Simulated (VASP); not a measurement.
**CrO2: single point with PBE+U**

The system is CrO2.

```
CELL_PARAMETERS angstrom
4.41000 0.00000 0.00000
0.00000 4.41000 0.00000
0.00000 0.00000 2.91000
ATOMIC_POSITIONS crystal
Cr 0.00000 0.00000 0.00000
Cr 0.50000 0.50000 0.50000
O 0.30000 0.30000 0.00000
O 0.20000 0.80000 0.50000
O 0.70000 0.70000 0.00000
O 0.80000 0.20000 0.50000
```

```json
{
  "Program": "VASP 6.6.1",
  "Task": "single point",
  "Functional": "PBE",
  "Potentials or basis": "VASP PAW PBE potentials, release 64 (Cr_pv, O)",
  "Cutoff": "520 eV",
  "k mesh": "4 × 4 × 6",
  "Occupations": "fermi-dirac, width 0.05 eV",
  "Spin": "collinear spin, typed start",
  "Starting moments": "[3.0, 3.0, 0.0, 0.0, 0.0, 0.0] μB",
  "Hubbard terms": "Cr d U = 3.7 eV",
  "Dipole correction": "no",
  "Further INCAR settings": "ALGO = Fast; EDIFF = 1e-06; NBANDS = 37"
}
```

```yaml
Pressure: 13.1 GPa
Largest_force: 0.066 eV/Å
Band_gap_on_the_k_mesh: none (metal or under the smearing width)
Net_moment: 4.00 μB per cell
Site_moments: Cr +2.36; O -0.18 μB
Valence_electrons_inside_the_program's_atomic_spheres: Cr 10.85; O 5.06
```

Forces in eV/Å, atoms in the order of the input:
```
Cr   0.000  0.000  0.000
Cr   0.000  0.000  0.000
O    0.046  0.046  0.000
O   -0.046  0.046  0.000
O   -0.046 -0.046  0.000
O    0.046 -0.046  0.000
```

Stress tensor (GPa, compression positive):
```
11.85  0.00  0.00
 0.00 11.85  0.00
 0.00  0.00 15.64
```

Levels at points of the mesh, in eV from the Fermi level:
Spin up:
| k point | band 23 | band 24 | band 25 | band 26 | band 27 | band 28 | band 29 | band 30 |
| --- | --- | --- | --- | --- | --- | --- | --- | --- |
| (0.00, 0.00, 0.00) | -1.12 | -1.09 | -0.62 | -0.62 | 0.00 | 1.47 | 1.57 | 4.19 |
| (0.50, 0.00, 0.00) | -0.92 | -0.92 | -0.74 | -0.74 | 0.61 | 0.61 | 3.89 | 3.89 |
| (0.50, 0.50, 0.00) | -1.99 | -1.99 | -1.63 | -1.63 | 1.28 | 1.28 | 3.18 | 3.18 |
| (0.00, 0.00, 0.50) | -1.89 | -1.89 | 0.35 | 0.35 | 0.39 | 0.39 | 2.97 | 2.97 |
| (0.50, 0.00, 0.50) | -1.61 | -1.61 | -1.30 | -1.30 | 0.93 | 0.93 | 2.14 | 2.14 |
| (0.50, 0.50, 0.50) | -1.52 | -1.52 | -0.31 | -0.31 | 0.21 | 0.21 | 3.47 | 3.47 |
Spin down:
```tsv
k point	band 19	band 20	band 21	band 22	band 23	band 24	band 25	band 26
(0.00, 0.00, 0.00)	-1.28	-1.02	-1.02	-0.57	2.54	2.57	2.74	3.07
(0.50, 0.00, 0.00)	-2.35	-2.35	-1.37	-1.37	3.16	3.16	3.53	3.53
(0.50, 0.50, 0.00)	-2.12	-2.12	-1.89	-1.89	2.50	2.50	3.09	3.09
(0.00, 0.00, 0.50)	-3.18	-3.18	-2.14	-2.14	3.18	3.18	3.89	3.89
(0.50, 0.00, 0.50)	-2.55	-2.55	-1.72	-1.72	2.36	2.36	3.70	3.70
(0.50, 0.50, 0.50)	-1.96	-1.96	-1.21	-1.21	2.82	2.82	3.76	3.76
```

Eigenvalues of the final occupation matrices:
```csv
site,spin,trace,eigenvalues
site 1 d,1,3.16,0.39 0.44 0.50 0.88 0.95
site 1 d,2,0.86,0.06 0.08 0.10 0.30 0.31
site 2 d,1,3.16,0.39 0.44 0.50 0.88 0.95
site 2 d,2,0.86,0.06 0.08 0.10 0.30 0.31
```

Wall time 88 s on 1 thread of Intel(R) Xeon(R) Platinum 8488C (Sapphire Rapids), on a shared host, peak memory 0.23 GiB.

The state reached can hang on the start; a lower one may exist.
